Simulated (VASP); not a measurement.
## InSe: band structure with PBE

Crystal: InSe.

```
In Se
1.0
     4.03259    0.00000    0.00000
    -2.01630    3.49233    0.00000
     0.00000    0.00000   16.75789
In Se
4 4
Direct
  0.33333 0.66667 0.16663
  0.66667 0.33333 0.66663
  0.33333 0.66667 0.33337
  0.66667 0.33333 0.83337
  0.33333 0.66667 0.58973
  0.66667 0.33333 0.08973
  0.33333 0.66667 0.91027
  0.66667 0.33333 0.41027
```

```json
{
 "Program": "VASP 6.6.1",
 "Task": "band structure",
 "Functional": "PBE",
 "Potentials or basis": "VASP PAW PBE potentials, release 64 (In_d, Se)",
 "Cutoff": "520 eV",
 "k mesh": "9 × 9 × 2",
 "Occupations": "gaussian, width 0.03 eV",
 "Spin": "no spin polarisation",
 "Further INCAR settings": "ALGO = Fast; EDIFF = 1e-06; NBANDS = 48"
}
```

```yaml
Pressure: 1.7 GPa
Largest_force: 0.018 eV/Å
Band_gap_on_the_k_mesh: 0.35 eV, direct
Band_gap_along_the_path: 0.35 eV, direct
```

Forces on the atoms (eV/Å):
```
In   0.000  0.000 -0.004
In   0.000  0.000 -0.004
In   0.000  0.000  0.004
In   0.000  0.000  0.004
Se   0.000  0.000  0.018
Se   0.000  0.000  0.018
Se   0.000  0.000 -0.018
Se   0.000  0.000 -0.018
```

Stress tensor (GPa, compression positive):
```
1.70 0.00 0.00
0.00 1.70 0.00
0.00 0.00 1.80
```

Levels at the corners of the path, in eV from the valence-band top:
| point | band 34 | band 35 | band 36 | band 37 | band 38 | band 39 | band 40 | band 41 | band 42 | band 43 |
| --- | --- | --- | --- | --- | --- | --- | --- | --- | --- | --- |
| Γ | -1.17 | -1.17 | -1.09 | -1.09 | 0.00 | 0.35 | 1.73 | 2.12 | 2.12 | 4.19 |
| M | -2.16 | -2.08 | -2.06 | -1.97 | -1.34 | 1.11 | 1.21 | 1.93 | 1.94 | 3.33 |
| M | -2.16 | -2.08 | -2.06 | -1.97 | -1.34 | 1.11 | 1.21 | 1.93 | 1.94 | 3.33 |
| K | -2.71 | -2.11 | -2.11 | -1.68 | -1.68 | 1.50 | 2.09 | 2.40 | 2.40 | 3.24 |
| K | -2.71 | -2.11 | -2.11 | -1.68 | -1.68 | 1.50 | 2.09 | 2.40 | 2.40 | 3.24 |
| Γ | -1.17 | -1.17 | -1.09 | -1.09 | 0.00 | 0.35 | 1.73 | 2.12 | 2.12 | 4.19 |
| Γ | -1.17 | -1.17 | -1.09 | -1.09 | 0.00 | 0.35 | 1.73 | 2.12 | 2.12 | 4.19 |
| A | -1.12 | -1.12 | -1.12 | -0.92 | -0.92 | 1.22 | 1.22 | 2.13 | 2.13 | 4.26 |
| A | -1.12 | -1.12 | -1.12 | -0.92 | -0.92 | 1.22 | 1.22 | 2.13 | 2.13 | 4.26 |
| L | -2.28 | -2.04 | -2.04 | -1.71 | -1.71 | 1.46 | 1.46 | 1.58 | 1.58 | 3.54 |
| L | -2.28 | -2.04 | -2.04 | -1.71 | -1.71 | 1.46 | 1.46 | 1.58 | 1.58 | 3.54 |
| H | -2.54 | -2.40 | -2.40 | -1.52 | -1.52 | 1.75 | 1.75 | 2.26 | 2.26 | 3.41 |
| H | -2.54 | -2.40 | -2.40 | -1.52 | -1.52 | 1.75 | 1.75 | 2.26 | 2.26 | 3.41 |
| A | -1.12 | -1.12 | -1.12 | -0.92 | -0.92 | 1.22 | 1.22 | 2.13 | 2.13 | 4.26 |
| L | -2.28 | -2.04 | -2.04 | -1.71 | -1.71 | 1.46 | 1.46 | 1.58 | 1.58 | 3.54 |
| M | -2.16 | -2.08 | -2.06 | -1.97 | -1.34 | 1.11 | 1.21 | 1.93 | 1.94 | 3.33 |
| K | -2.71 | -2.11 | -2.11 | -1.68 | -1.68 | 1.50 | 2.09 | 2.40 | 2.40 | 3.24 |
| H | -2.54 | -2.40 | -2.40 | -1.52 | -1.52 | 1.75 | 1.75 | 2.26 | 2.26 | 3.41 |

Wall time 13 min on 2 MPI ranks on Intel(R) Xeon(R) Platinum 8559C (Emerald Rapids) (shared host), peak memory 0.58 GiB a rank.

Caveat: spin-orbit coupling is left out, which moves the levels of the heavy elements; this functional lacks dispersion, which binds the layers, so the pressure and a relaxed spacing across them are unreliable. A hybrid or GW would open this gap; PBE tends to underestimate it.
